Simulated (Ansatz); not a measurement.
# Indium, simple cubic under PBEsol: ground state and equation of state, part 1 of 2

What does PBEsol give for indium in the simple cubic structure? We relax it, solve it on a dense k-mesh, then scale the cell to 7 volumes from 88 to 112 % of the relaxed one and try a fit of the equation of state. Spin polarisation is left out. The k-meshes are 10×10×10 for the relaxation; 17×17×17 for the dense run; 12×12×12 for the volumes.

This is In in the simple cubic structure; at room conditions it is tetragonal.

Computed with Ansatz 0.2.0 (DFT PBEsol, plane waves (420 eV) with PAW, scalar-relativistic; PAW files made under PBE, frozen cores solved again for the functional, unless a step says otherwise).

### Step 1. Starting point

It takes space group Pm-3m (No. 221, cubic). The conventional cell has a = 3.045 Å, b = 3.045 Å, c = 3.045 Å, α = 90.00°, β = 90.00°, γ = 90.00°. In (site symmetry m-3m) is surrounded by 6 In at 3.05 Å.

Structure file:

```
CELL_PARAMETERS angstrom
3.04506 0.00000 0.00000
0.00000 3.04506 0.00000
0.00000 0.00000 3.04506
ATOMIC_POSITIONS crystal
In 0.00000 0.00000 0.00000
```

### Step 2. Relaxation of the cell

Input file input.yaml:

```yaml
crystal:
  lattice:
    - [3.0450626401, 0.0, 0.0]
    - [0.0, 3.0450626401, 0.0]
    - [0.0, 0.0, 3.0450626401]
  atoms:
    - { symbol: In, position: [0.0, 0.0, 0.0] }
hamiltonian:
  xc: pbesol
  pseudopotentials:
    kind: paw
    azcp:
      In: "pseudopotentials/In.paw.azcp"
basis:
  ecutwfc: 420
  fft_grid_basis: typed
kpoints:
  mp_grid: { grid: [10, 10, 10], shift: [0, 0, 0] }
magnetization:
  spin_polarized: false
scf:
  occupations: { method: fermi_dirac, width: 0.1 }
relax:
  max_steps: 60
  f_tol: 0.01
  cell: {}
```

Standard output:

```text
Warning: <dir> the record states the generating functional pbe (its physics header spells it `PBE`), which answers neither for hamiltonian.xc's functional nor for the pbesol family's — results may be inconsistent (PPs are generated against a specific XC)
Warning: RAYON_NUM_THREADS=2 ignored (pool sized by the plan → 2); use --threads N
Engine: ansatz 0.2.0, aarch64-unknown-linux-gnu
Pseudopotentials: kind: paw
Pseudopotential: In, paw, valence charge 13, recommended cutoff 420 eV (normal), <dir>
Functional definition: PBEsol
  exchange = pbesol_x
  correlation = pbesol_c
Crystal: 1 atoms, lattice volume = 28.235 Å³
Basis set: ecut = 420 eV, 515 PW (Γ), exchange–correlation on 48×48×48 points (8 copies of the dense FFT grid, shifted against one another)
Bands: 11, of which v1, the nominal top of the filled ones, is band 7 counted from 1 (6 counted from 0)
Symmetry: 48 space group operations
Space group: Pm-3m (ITA 221), of the structure as read, at distance tolerance 3.0e-5 Å
k-points: 56 of 1000
Non-local potential: In, projectors of the file, l = 0: 2, l = 1: 2, l = 2: 2, l = 3: 2
PAW form: soft (Blöchl's): semilocal exchange-correlation on the pseudo side does not see the compensation charge
PAW frozen core: In, regenerated for the run's functional, and the local potential with it (the file was generated under x = pbe(κ = 0.804, μ = 0.2195149727645171), c = pbe(β = 0.06672455060314922))
PAW one-centre angular grid: In, 590 points (default); XC on 64 Gauss nodes
Initial density: superposition of atomic densities (neutral atoms: chi_scale 0, normalization atom), corrected by the library's trained network
Initial wavefunctions: pseudopotential atomic-orbital guess
Functional: x = pbesol(κ = 0.804, μ = 0.12345679012345678), c = pbesol(β = 0.046)
SCF iter   1: F=—  HF=-5525.320213 eV  |F-HF|=—  |Δ(HF+E_count)|=         —  Δρ=2.80e-3  dr2=1.72e-3  ethr=1.77e-3  ⟨swp⟩=5.1  Hψ=3672  notcnv=0
preconditioner: auto → none  [metal: Δε(μ)=0.073 eV  Ē_g=19.535 eV  σ=0.100 eV  W_gap=0.18  n_scr=6 (ndim 8)  ℏωp=25.2 eV  f_vac=0.000  D(μ)=0.54/eV (n_scr^D=0)  sad-step TF]
SCF iter   2: F=—  HF=-5525.318795 eV  |F-HF|=—  |Δ(HF+E_count)|=   1.42e-3  Δρ=1.23e-3  dr2=3.64e-4  ethr=1.33e-5  ⟨swp⟩=1.7  Hψ=1197  notcnv=0
SCF iter   3: F=—  HF=-5525.318654 eV  |F-HF|=—  |Δ(HF+E_count)|=   1.41e-4  Δρ=3.45e-4  dr2=1.80e-5  ethr=2.80e-6  ⟨swp⟩=2.0  Hψ=967  notcnv=0  defer=3
SCF iter   4: F=—  HF=-5525.318648 eV  |F-HF|=—  |Δ(HF+E_count)|=   5.27e-6  Δρ=1.06e-4  dr2=2.01e-6  ethr=1.39e-7  ⟨swp⟩=2.0  Hψ=948  notcnv=0  defer=3
SCF iter   5: F=—  HF=-5525.318648 eV  |F-HF|=—  |Δ(HF+E_count)|=   7.94e-7  Δρ=3.70e-5  dr2=2.50e-7  ethr=1.55e-8  ⟨swp⟩=2.7  Hψ=983  notcnv=0  defer=3
SCF iter   6: F=-5525.318647 eV  HF=-5525.318647 eV  |F-HF|=2.30e-9  |Δ(HF+E_count)|=   1.18e-7  Δρ=3.48e-6  dr2=2.23e-9  ethr=7.69e-10  ⟨swp⟩=4.1  Hψ=1902  notcnv=0
SCF 1 converged in 6 iterations: F = -5525.318647 eV  dr2 = 2.23e-9
relax step   1: F+E_penalty+E_count = -5525.31864746 eV  Δ(F+E_penalty+E_count) = +0.000e0 eV  max|allowed force component| = 0.000e0 eV/Å  Δτ_max = 0.0000 Å  P = -1.123 GPa  Ω = 28.235 Å³  (6 SCF iters, dr2 threshold 1.00e-7 eV, accepted)
Crystal: 1 atoms, lattice volume = 27.432 Å³
Initial density: handed on by an earlier stage of this run
Initial wavefunctions: those handed on with the density
iter 1 solved again at ethr=1.18e-6 eV; its pass at ethr=3.10e-3 eV (dr2=1.54e-4 eV) is discarded
SCF iter   1: F=—  HF=-5525.321890 eV  |F-HF|=—  |Δ(HF+E_count)|=         —  Δρ=7.32e-4  dr2=1.63e-4  ethr=1.18e-6  ⟨swp⟩=1.7  Hψ=5398  notcnv=0
preconditioner: auto → none  [metal: Δε(μ)=0.075 eV  Ē_g=19.753 eV  σ=0.100 eV  W_gap=0.19  n_scr=6 (ndim 8)  ℏωp=25.6 eV  f_vac=0.000  D(μ)=0.55/eV (n_scr^D=0)]
SCF iter   2: F=—  HF=-5525.321841 eV  |F-HF|=—  |Δ(HF+E_count)|=   4.88e-5  Δρ=3.77e-4  dr2=1.65e-5  ethr=1.18e-6  ⟨swp⟩=2.3  Hψ=939  notcnv=0
SCF iter   3: F=—  HF=-5525.321844 eV  |F-HF|=—  |Δ(HF+E_count)|=   3.00e-6  Δρ=1.39e-4  dr2=2.61e-6  ethr=1.27e-7  ⟨swp⟩=1.0  Hψ=616  notcnv=0
SCF iter   4: F=-5525.321845 eV  HF=-5525.321845 eV  |F-HF|=2.38e-10  |Δ(HF+E_count)|=   7.38e-7  Δρ=4.70e-6  dr2=8.38e-9  ethr=7.69e-10  ⟨swp⟩=3.9  Hψ=2266  notcnv=0
SCF 2 converged in 4 iterations: F = -5525.321845 eV  dr2 = 8.38e-9
relax step   2: F+E_penalty+E_count = -5525.32184465 eV  Δ(F+E_penalty+E_count) = -3.197e-3 eV  max|allowed force component| = 0.000e0 eV/Å  Δτ_max = 0.0000 Å  P = -0.062 GPa  Ω = 27.432 Å³  energy of the carried Pulay correction = +1.618e-4 eV  (4 SCF iters, dr2 threshold 1.00e-7 eV, accepted)
Crystal: 1 atoms, lattice volume = 27.386 Å³
iter 1 solved again at ethr=2.20e-9 eV; its pass at ethr=3.10e-3 eV (dr2=2.86e-7 eV) is discarded
SCF iter   1: F=—  HF=-5525.321863 eV  |F-HF|=—  |Δ(HF+E_count)|=         —  Δρ=4.46e-5  dr2=5.62e-7  ethr=2.20e-9  ⟨swp⟩=3.0  Hψ=5103  notcnv=0
preconditioner: auto → none  [metal: Δε(μ)=0.075 eV  Ē_g=19.779 eV  σ=0.100 eV  W_gap=0.19  n_scr=6 (ndim 8)  ℏωp=25.6 eV  f_vac=0.000  D(μ)=0.55/eV (n_scr^D=0)]
SCF iter   2: F=—  HF=-5525.321863 eV  |F-HF|=—  |Δ(HF+E_count)|=   2.30e-7  Δρ=2.38e-5  dr2=6.80e-8  ethr=2.20e-9  ⟨swp⟩=2.0  Hψ=980  notcnv=0
SCF iter   3: F=-5525.321863 eV  HF=-5525.321863 eV  |F-HF|=3.41e-9  |Δ(HF+E_count)|=   1.74e-8  Δρ=8.08e-6  dr2=9.44e-9  ethr=7.49e-11  ⟨swp⟩=4.0  Hψ=1661  notcnv=0
SCF 3 converged in 3 iterations: F = -5525.321863 eV  dr2 = 9.44e-9
relax step   3: F+E_penalty+E_count = -5525.32186268 eV  Δ(F+E_penalty+E_count) = -1.803e-5 eV  max|allowed force component| = 0.000e0 eV/Å  Δτ_max = 0.0000 Å  P = +0.003 GPa  Ω = 27.386 Å³  energy of the carried Pulay correction = +1.712e-4 eV  (3 SCF iters, dr2 threshold 9.74e-9 eV, accepted)
Initial wavefunctions: pseudopotential atomic-orbital guess (no wavefunctions were taken with the density)
iter 1 solved again at ethr=1.76e-7 eV; its pass at ethr=3.10e-3 eV (dr2=2.29e-5 eV) is discarded
SCF iter   1: F=—  HF=-5525.321696 eV  |F-HF|=—  |Δ(HF+E_count)|=         —  Δρ=5.09e-5  dr2=1.44e-7  ethr=1.76e-7  ⟨swp⟩=2.4  Hψ=5128  notcnv=0
preconditioner: auto → none  [metal: Δε(μ)=0.075 eV  Ē_g=19.780 eV  σ=0.100 eV  W_gap=0.19  n_scr=6 (ndim 8)  ℏωp=25.6 eV  f_vac=0.000  D(μ)=0.55/eV (n_scr^D=0)]
SCF iter   2: F=—  HF=-5525.321696 eV  |F-HF|=—  |Δ(HF+E_count)|=   5.52e-7  Δρ=2.25e-5  dr2=2.92e-8  ethr=1.11e-9  ⟨swp⟩=2.0  Hψ=919  notcnv=0
SCF iter   3: F=—  HF=-5525.321696 eV  |F-HF|=—  |Δ(HF+E_count)|=   3.68e-9  Δρ=3.81e-6  dr2=1.01e-9  ethr=2.25e-10  ⟨swp⟩=2.3  Hψ=896  notcnv=0
SCF iter   4: F=—  HF=-5525.321696 eV  |F-HF|=—  |Δ(HF+E_count)|=  8.55e-11  Δρ=5.87e-7  dr2=3.80e-11  ethr=7.76e-12  ⟨swp⟩=2.0  Hψ=902  notcnv=0
SCF iter   5: F=-5525.321696 eV  HF=-5525.321696 eV  |F-HF|=0.00e0  |Δ(HF+E_count)|=  7.28e-12  Δρ=7.41e-8  dr2=7.23e-13  ethr=1.00e-12  ⟨swp⟩=5.2  Hψ=2256  notcnv=0
SCF 4 converged in 5 iterations: F = -5525.321696 eV  dr2 = 7.23e-13
relax step   4: F+E_penalty+E_count = -5525.32169557 eV  Δ(F+E_penalty+E_count) = +1.671e-4 eV  max|allowed force component| = 0.000e0 eV/Å  Δτ_max = 0.0000 Å  P = +0.002 GPa  Ω = 27.386 Å³  stress off target by 2.03e-3 GPa  SCF on the basis re-selected at this cell (its energy is not comparable with the rows above)  (5 SCF iters)
basis re-selected at this cell: Δ(F+E_penalty+E_count) = +1.671e-4 eV, ΔP = -0.001 GPa vs the last step (what re-selecting the basis moved, of the pressure what is left beyond the Pulay correction that the steps carried, after the strain that the cell walked since its last selection, with what the two solves' SCF thresholds leave and, on support functions, any second-order correction that the steps lacked; it is no measure of the basis error at this ecutwfc). This SCF's stress stands 2.03e-3 GPa from its target on what of the cell is left free (relax.cell.stress_tol is 5.00e-2 GPa) and its largest allowed force component is 0.00e0 eV/Å (relax.f_tol is 1.00e-2 eV/Å): within both
SCF converged after 5 iterations
Free energy (F): -5525.321696 eV
Harris-Foulkes:  -5525.321696 eV  (|F-HF|=0.00e0)
Internal energy: -5525.304414 eV  (E = F + TS)
E sigma→0 (E₀):  -5525.313055 eV
Entropy (-TS):   -0.017282 eV (-17.282 meV/atom)
Fermi energy:    9.283040 eV
--- Per-component energies (eV) ---
  E_band       = -35.151613
  E_kinetic    = 242.150512
  E_local      = -1142.750261  (includes V_loc(G=0)·N_el)
  E_nonlocal   = 367.222483
  E_hartree    = 448.919141
  E_xc         = -214.052686
  E_vxc        = -100.476111  (∫ρ·V_xc dr)
  E_paw        = -4081.687599  (= ΣΔE_a)
  E_vpaw       = -299.136509  (= ΣTr[D̂ρ^β])
  E_aug_tail   = 0.000025  (compensation charges beyond the density's cutoff)
  E_ewald      = -1145.341931
  E_core_change = 0.235902  (= ΣΔE_core)
  E_smearing   = -0.017282  (= −TS)
  E_closure    = 0.000000  (closes the sum)
  Σ components = -5525.321696   (vs F -5525.321696, Δ=0.00e0)
--- Forces (eV/Å), atoms counted from 1 ---
  atom   1  In    -0.00000000    -0.00000000     0.00000000
  max |Σ_I F_I| component: 2.88e-32 eV/Å
--- Stress (GPa, compression-positive) ---
        0.002034       0.000000       0.000000
        0.000000       0.002034      -0.000000
        0.000000      -0.000000       0.002034
  P = ⅓ Tr σ = 0.0020 GPa (0.020 kbar)
--- Relaxed structure (3 steps of the walk, 3 accepted, 1 SCFs on fresh bases) ---
  F+E_penalty+E_count = -5525.32169557 eV   max|allowed force component| = 0.000e0 eV/Å   (the final SCF, on the basis selected at the relaxed cell)
  cell:  # Å, volume = 27.3864 Å³
    - [3.014242719527507, -6.676557140542417e-33, 2.5679065925163143e-34]
    - [-6.676557140542417e-33, 3.014242719527507, -6.419766481290786e-35]
    - [2.5679065925163143e-34, -6.419766481290786e-35, 3.014242719527507]
  atoms:
    - { symbol: In, position: [0.0, 0.0, 0.0] }
```

Run time: 1.9 s. Hardware: 2 threads of Arm Neoverse V2, shared host; peak memory 0.36 GiB.

The walk, from the log:

| step | energy change (meV/atom) | largest force (eV/Å) | pressure (GPa) | volume (Å³/atom) |
| --- | --- | --- | --- | --- |
| 1 | 0.00 | 0.0000 | -1.12 | 28.235 |
| 2 | -3.20 | 0.0000 | -0.06 | 27.432 |
| 3 | -3.22 | 0.0000 | 0.00 | 27.386 |
| 4 | -3.05 | 0.0000 | 0.00 | 27.386 |

Steps that repeat a cell are solved on a basis chosen anew, so their changes of energy are no gain of the relaxation.

The cell of the run, before and after:

|  | before | after | change |
| --- | --- | --- | --- |
| a (Å) | 3.045 | 3.014 | -1.0 % |
| b (Å) | 3.045 | 3.014 | -1.0 % |
| c (Å) | 3.045 | 3.014 | -1.0 % |
| volume (Å³/atom) | 28.235 | 27.386 | -3.0 % |
| shortest distance (Å) | 3.045 | 3.014 | -1.0 % |
| space group (spins left aside) | Pm-3m | Pm-3m | same |

### Step 3. Single point on a dense mesh

Input file input.yaml:

```yaml
crystal:
  lattice:
    - [3.0142427195, 0.0, 0.0]
    - [0.0, 3.0142427195, 0.0]
    - [0.0, 0.0, 3.0142427195]
  atoms:
    - { symbol: In, position: [0.0, 0.0, 0.0] }
hamiltonian:
  xc: pbesol
  pseudopotentials:
    kind: paw
    azcp:
      In: "pseudopotentials/In.paw.azcp"
basis:
  ecutwfc: 420
  fft_grid_basis: typed
kpoints:
  mp_grid: { grid: [17, 17, 17], shift: [0, 0, 0] }
magnetization:
  spin_polarized: false
scf:
  occupations: { method: fermi_dirac, width: 0.1 }
```

Standard output:

```text
Warning: <dir> the record states the generating functional pbe (its physics header spells it `PBE`), which answers neither for hamiltonian.xc's functional nor for the pbesol family's — results may be inconsistent (PPs are generated against a specific XC)
Warning: RAYON_NUM_THREADS=2 ignored (pool sized by the plan → 2); use --threads N
[... 6 set-up lines as earlier in the session ...]
Crystal: 1 atoms, lattice volume = 27.386 Å³
Basis set: ecut = 420 eV, 515 PW (Γ)
Bands: 11, of which v1, the nominal top of the filled ones, is band 7 counted from 1 (6 counted from 0)
[... 2 set-up lines as earlier in the session ...]
k-points: 165 of 4913
[... 7 set-up lines as earlier in the session ...]
SCF iter   1: F=—  HF=-5525.318038 eV  |F-HF|=—  |Δ(HF+E_count)|=         —  Δρ=2.80e-3  dr2=1.77e-3  ethr=1.77e-3  ⟨swp⟩=5.0  Hψ=10697  notcnv=0
preconditioner: auto → none  [metal: Δε(μ)=0.033 eV  Ē_g=19.721 eV  σ=0.100 eV  W_gap=0.08  n_scr=6 (ndim 8)  ℏωp=25.6 eV  f_vac=0.000  D(μ)=0.52/eV (n_scr^D=0)  sad-step TF]
SCF iter   2: F=—  HF=-5525.316641 eV  |F-HF|=—  |Δ(HF+E_count)|=   1.40e-3  Δρ=1.24e-3  dr2=3.97e-4  ethr=1.36e-5  ⟨swp⟩=1.5  Hψ=3424  notcnv=0
SCF iter   3: F=—  HF=-5525.316493 eV  |F-HF|=—  |Δ(HF+E_count)|=   1.47e-4  Δρ=3.56e-4  dr2=1.93e-5  ethr=3.06e-6  ⟨swp⟩=2.0  Hψ=2857  notcnv=0  defer=5
SCF iter   4: F=—  HF=-5525.316483 eV  |F-HF|=—  |Δ(HF+E_count)|=   1.02e-5  Δρ=1.32e-4  dr2=3.00e-6  ethr=1.49e-7  ⟨swp⟩=2.0  Hψ=2801  notcnv=0  defer=5
SCF iter   5: F=—  HF=-5525.316482 eV  |F-HF|=—  |Δ(HF+E_count)|=   1.19e-6  Δρ=5.08e-5  dr2=4.48e-7  ethr=2.31e-8  ⟨swp⟩=2.2  Hψ=2873  notcnv=0  defer=5
SCF iter   6: F=-5525.316481 eV  HF=-5525.316481 eV  |F-HF|=7.81e-9  |Δ(HF+E_count)|=   2.16e-7  Δρ=6.55e-6  dr2=7.51e-9  ethr=7.69e-10  ⟨swp⟩=2.8  Hψ=4079  notcnv=0
SCF 1 converged in 6 iterations: F = -5525.316481 eV  dr2 = 7.51e-9
SCF converged after 6 iterations
Free energy (F): -5525.316481 eV
Harris-Foulkes:  -5525.316481 eV  (|F-HF|=7.81e-9)
Internal energy: -5525.299606 eV  (E = F + TS)
E sigma→0 (E₀):  -5525.308044 eV
Entropy (-TS):   -0.016876 eV (-16.876 meV/atom)
Fermi energy:    9.263797 eV
--- Per-component energies (eV) ---
  E_band       = -35.196621
  E_kinetic    = 242.130810
  E_local      = -1142.686772  (includes V_loc(G=0)·N_el)
  E_nonlocal   = 367.236852
  E_hartree    = 448.865935
  E_xc         = -214.039291
  E_vxc        = -100.458833  (∫ρ·V_xc dr)
  E_paw        = -4081.701136  (= ΣΔE_a)
  E_vpaw       = -299.153979  (= ΣTr[D̂ρ^β])
  E_aug_tail   = 0.000025  (compensation charges beyond the density's cutoff)
  E_ewald      = -1145.341931
  E_core_change = 0.235902  (= ΣΔE_core)
  E_smearing   = -0.016876  (= −TS)
  E_closure    = -0.000000  (closes the sum)
  Σ components = -5525.316481   (vs F -5525.316481, Δ=0.00e0)
```

Run time: 1.2 s. Hardware: 2 threads of Arm Neoverse V2, shared host; peak memory 0.37 GiB.

### Step 4. The cell scaled to 88 % of its volume

Input file input.yaml:

```yaml
crystal:
  lattice:
    - [2.8885004841, 0.0, 0.0]
    - [0.0, 2.8885004841, 0.0]
    - [0.0, 0.0, 2.8885004841]
  atoms:
    - { symbol: In, position: [0.0, 0.0, 0.0] }
hamiltonian:
  xc: pbesol
  pseudopotentials:
    kind: paw
    azcp:
      In: "pseudopotentials/In.paw.azcp"
basis:
  ecutwfc: 420
  fft_grid_basis: typed
kpoints:
  mp_grid: { grid: [12, 12, 12], shift: [0, 0, 0] }
magnetization:
  spin_polarized: false
scf:
  occupations: { method: fermi_dirac, width: 0.1 }
  lower_state_search: "off"
output:
  stress: true
```

Standard output:

```text
Warning: <dir> the record states the generating functional pbe (its physics header spells it `PBE`), which answers neither for hamiltonian.xc's functional nor for the pbesol family's — results may be inconsistent (PPs are generated against a specific XC)
Warning: RAYON_NUM_THREADS=2 ignored (pool sized by the plan → 2); use --threads N
[... 6 set-up lines as earlier in the session ...]
Crystal: 1 atoms, lattice volume = 24.100 Å³
Basis set: ecut = 420 eV, 461 PW (Γ)
Bands: 11, of which v1, the nominal top of the filled ones, is band 7 counted from 1 (6 counted from 0)
[... 1 set-up line as earlier in the session ...]
Space group: Pm-3m (ITA 221), of the structure as read, at distance tolerance 2.9e-5 Å
k-points: 84 of 1728
[... 7 set-up lines as earlier in the session ...]
SCF iter   1: F=—  HF=-5525.252991 eV  |F-HF|=—  |Δ(HF+E_count)|=         —  Δρ=3.08e-3  dr2=1.83e-3  ethr=1.77e-3  ⟨swp⟩=5.0  Hψ=5473  notcnv=0
preconditioner: auto → none  [metal: Δε(μ)=0.080 eV  Ē_g=20.555 eV  σ=0.100 eV  W_gap=0.19  n_scr=6 (ndim 8)  ℏωp=27.3 eV  f_vac=0.000  D(μ)=0.42/eV (n_scr^D=0)  sad-step TF]
SCF iter   2: F=—  HF=-5525.251728 eV  |F-HF|=—  |Δ(HF+E_count)|=   1.26e-3  Δρ=1.49e-3  dr2=4.92e-4  ethr=1.41e-5  ⟨swp⟩=1.3  Hψ=1681  notcnv=0
SCF iter   3: F=—  HF=-5525.251560 eV  |F-HF|=—  |Δ(HF+E_count)|=   1.68e-4  Δρ=4.85e-4  dr2=3.33e-5  ethr=3.78e-6  ⟨swp⟩=2.0  Hψ=1455  notcnv=0  defer=4
SCF iter   4: F=—  HF=-5525.251543 eV  |F-HF|=—  |Δ(HF+E_count)|=   1.74e-5  Δρ=1.52e-4  dr2=3.67e-6  ethr=2.56e-7  ⟨swp⟩=2.0  Hψ=1428  notcnv=0  defer=4
SCF iter   5: F=—  HF=-5525.251542 eV  |F-HF|=—  |Δ(HF+E_count)|=   1.32e-6  Δρ=6.26e-5  dr2=6.33e-7  ethr=2.82e-8  ⟨swp⟩=2.0  Hψ=1440  notcnv=0  defer=4
SCF iter   6: F=-5525.251541 eV  HF=-5525.251541 eV  |F-HF|=1.46e-8  |Δ(HF+E_count)|=   2.85e-7  Δρ=9.60e-6  dr2=1.49e-8  ethr=7.69e-10  ⟨swp⟩=3.8  Hψ=3406  notcnv=0
SCF 1 converged in 6 iterations: F = -5525.251541 eV  dr2 = 1.49e-8
SCF converged after 6 iterations
Free energy (F): -5525.251541 eV
Harris-Foulkes:  -5525.251541 eV  (|F-HF|=1.46e-8)
Internal energy: -5525.237447 eV  (E = F + TS)
E sigma→0 (E₀):  -5525.244494 eV
Entropy (-TS):   -0.014094 eV (-14.094 meV/atom)
Fermi energy:    11.017893 eV
--- Per-component energies (eV) ---
  E_band       = -13.971827
  E_kinetic    = 243.932652
  E_local      = -1065.266962  (includes V_loc(G=0)·N_el)
  E_nonlocal   = 367.248382
  E_hartree    = 420.602589
  E_xc         = -214.909018
  E_vxc        = -101.634933  (∫ρ·V_xc dr)
  E_paw        = -4081.880050  (= ΣΔE_a)
  E_vpaw       = -299.460956  (= ΣTr[D̂ρ^β])
  E_aug_tail   = 0.000026  (compensation charges beyond the density's cutoff)
  E_ewald      = -1195.200968
  E_core_change = 0.235902  (= ΣΔE_core)
  E_smearing   = -0.014094  (= −TS)
  E_closure    = -0.000000  (closes the sum)
  Σ components = -5525.251541   (vs F -5525.251541, Δ=0.00e0)
--- Stress (GPa, compression-positive) ---
        7.161877      -0.000000       0.000000
        0.000000       7.161877      -0.000000
        0.000000       0.000000       7.161877
  P = ⅓ Tr σ = 7.1619 GPa (71.619 kbar)
```

It took 0.73 s on 2 threads of Arm Neoverse V2, shared host; peak memory 0.34 GiB.

### Step 5. The cell scaled to 92 % of its volume

Edit input.yaml of step 4 so:

```diff
@@ -2,5 +2,5 @@
   lattice:
-    - [2.8885004841, 0.0, 0.0]
-    - [0.0, 2.8885004841, 0.0]
-    - [0.0, 0.0, 2.8885004841]
+    - [2.9316187885, 0.0, 0.0]
+    - [0.0, 2.9316187885, 0.0]
+    - [0.0, 0.0, 2.9316187885]
   atoms:
```

Standard output:

```text
Warning: <dir> the record states the generating functional pbe (its physics header spells it `PBE`), which answers neither for hamiltonian.xc's functional nor for the pbesol family's — results may be inconsistent (PPs are generated against a specific XC)
Warning: RAYON_NUM_THREADS=2 ignored (pool sized by the plan → 2); use --threads N
[... 6 set-up lines as earlier in the session ...]
Crystal: 1 atoms, lattice volume = 25.195 Å³
Basis set: ecut = 420 eV, 461 PW (Γ)
Bands: 11, of which v1, the nominal top of the filled ones, is band 7 counted from 1 (6 counted from 0)
[... 2 set-up lines as earlier in the session ...]
k-points: 84 of 1728
[... 7 set-up lines as earlier in the session ...]
SCF iter   1: F=—  HF=-5525.291253 eV  |F-HF|=—  |Δ(HF+E_count)|=         —  Δρ=2.99e-3  dr2=1.78e-3  ethr=1.77e-3  ⟨swp⟩=5.1  Hψ=5462  notcnv=0
preconditioner: auto → none  [metal: Δε(μ)=0.143 eV  Ē_g=20.256 eV  σ=0.100 eV  W_gap=0.34  n_scr=6 (ndim 8)  ℏωp=26.7 eV  f_vac=0.000  D(μ)=0.41/eV (n_scr^D=0)  sad-step TF]
SCF iter   2: F=—  HF=-5525.289988 eV  |F-HF|=—  |Δ(HF+E_count)|=   1.27e-3  Δρ=1.40e-3  dr2=4.48e-4  ethr=1.37e-5  ⟨swp⟩=1.4  Hψ=1727  notcnv=0
SCF iter   3: F=—  HF=-5525.289834 eV  |F-HF|=—  |Δ(HF+E_count)|=   1.54e-4  Δρ=4.01e-4  dr2=2.40e-5  ethr=3.44e-6  ⟨swp⟩=2.0  Hψ=1455  notcnv=0  defer=3
SCF iter   4: F=—  HF=-5525.289822 eV  |F-HF|=—  |Δ(HF+E_count)|=   1.19e-5  Δρ=1.26e-4  dr2=2.74e-6  ethr=1.84e-7  ⟨swp⟩=2.0  Hψ=1427  notcnv=0  defer=3
SCF iter   5: F=—  HF=-5525.289821 eV  |F-HF|=—  |Δ(HF+E_count)|=   1.02e-6  Δρ=4.33e-5  dr2=3.32e-7  ethr=2.11e-8  ⟨swp⟩=2.2  Hψ=1461  notcnv=0  defer=3
SCF iter   6: F=-5525.289820 eV  HF=-5525.289821 eV  |F-HF|=6.23e-9  |Δ(HF+E_count)|=   1.45e-7  Δρ=6.04e-6  dr2=6.44e-9  ethr=7.69e-10  ⟨swp⟩=4.1  Hψ=2871  notcnv=0
SCF 1 converged in 6 iterations: F = -5525.289820 eV  dr2 = 6.44e-9
SCF converged after 6 iterations
Free energy (F): -5525.289820 eV
Harris-Foulkes:  -5525.289821 eV  (|F-HF|=6.23e-9)
Internal energy: -5525.275684 eV  (E = F + TS)
E sigma→0 (E₀):  -5525.282752 eV
Entropy (-TS):   -0.014136 eV (-14.136 meV/atom)
Fermi energy:    10.371963 eV
--- Per-component energies (eV) ---
  E_band       = -21.618828
  E_kinetic    = 243.254803
  E_local      = -1092.400400  (includes V_loc(G=0)·N_el)
  E_nonlocal   = 367.243504
  E_hartree    = 430.422192
  E_xc         = -214.585133
  E_vxc        = -101.198972  (∫ρ·V_xc dr)
  E_paw        = -4081.824649  (= ΣΔE_a)
  E_vpaw       = -299.365391  (= ΣTr[D̂ρ^β])
  E_aug_tail   = 0.000026  (compensation charges beyond the density's cutoff)
  E_ewald      = -1177.621930
  E_core_change = 0.235902  (= ΣΔE_core)
  E_smearing   = -0.014136  (= −TS)
  E_closure    = -0.000000  (closes the sum)
  Σ components = -5525.289820   (vs F -5525.289820, Δ=0.00e0)
--- Stress (GPa, compression-positive) ---
        4.149721      -0.000000       0.000000
        0.000000       4.149721       0.000000
        0.000000      -0.000000       4.149721
  P = ⅓ Tr σ = 4.1497 GPa (41.497 kbar)
```

Wall time 0.7 s (2 threads of Arm Neoverse V2, shared host); peak memory 0.34 GiB.

(Continued in part 2 of 2.)
